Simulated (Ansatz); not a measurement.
Ta, DFT, PBE, all-electron PAW with datasets made for the crystal, scalar-relativistic (Ansatz 0.2.0), run on 1 thread of Intel(R) Xeon(R) Platinum 8375C CPU @ 2.90GHz (Ice Lake) on a shared host.

The cell is COD entry 1541266, as deposited and not checked against the literature; nothing was relaxed. The listed cell was then made from it by scaling, straining or moving an atom.

Command: `ansatz run input.yaml --threads 1 --pin off --max-ram 3072MiB --backend cpu --events-out ev --progress --plain --runs-dir out`

```yaml
crystal:
  lattice:
    - [-1.6567660204, 1.6567660204, 1.6567660204]
    - [1.6567660204, -1.6567660204, 1.6567660204]
    - [1.6567660204, 1.6567660204, -1.6567660204]
  atoms:
    - { symbol: Ta, position: [0.0, 0.0, 0.0] }
kpoints:
  mp_grid: { grid: [17, 17, 17] }
scf:
  occupations: { method: fermi_dirac, width: 0.08 }
hamiltonian:
  xc: pbe
  pseudopotentials: { kind: all_electron, datasets: crystal }
output:
  forces: true
  stress: true
  eigenvalues: true
  efg: { contact_densities: true }
```

(1) How large is the problem that the program sets up?

(2) Estimate the wall time and the peak memory.

Results:

(1) 165 irreducible k-points, 141 plane waves at Γ, 11 bands.

(2) 13 s of wall time for 7 SCF iterations, with a peak of 0.55 GiB. Times on shared machines scatter by tens of per cent.
